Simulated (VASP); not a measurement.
BaS:

```
Ba S
1.0
     0.00000    3.19375    3.19375
     3.19375    0.00000    3.19375
     3.19375    3.19375    0.00000
Ba S
1 1
Direct
  0.00000 0.00000 0.00000
  0.50000 0.50000 0.50000
```

- Program: VASP 6.6.1
- Task: relaxation of cell and atoms
- Functional: PBE
- Potentials or basis: VASP PAW PBE potentials, release 64 (Ba_sv, S)
- Cutoff: 580 eV
- k mesh: 7 × 7 × 7
- Occupations: fermi-dirac, width 0.05 eV
- Spin: no spin polarisation

At the start: pressure 1.4 GPa; volume 32.58 Å³/atom.

Question: Where does the relaxation end?

Answer: Over 3 steps the energy falls by 4.6 meV/atom and the volume is 33.65 Å³/atom (+3.3 %); space group Fm-3m (No. 225, to 0.05 Å).

Step by step:
```
step  energy change (eV)  largest force (eV/Å)  pressure (GPa)  volume (Å³)
   1              0.0000                0.0000            1.43        65.15
   2             -0.0085                0.0000           -0.37        67.94
   3             -0.0093                0.0000            0.00        67.29
```

Final structure:
```
Ba S
1.0
     0.00000    3.22836    3.22836
     3.22836    0.00000    3.22836
     3.22836    3.22836    0.00000
Ba S
1 1
Direct
  0.00000 0.00000 0.00000
  0.50000 0.50000 0.50000
```
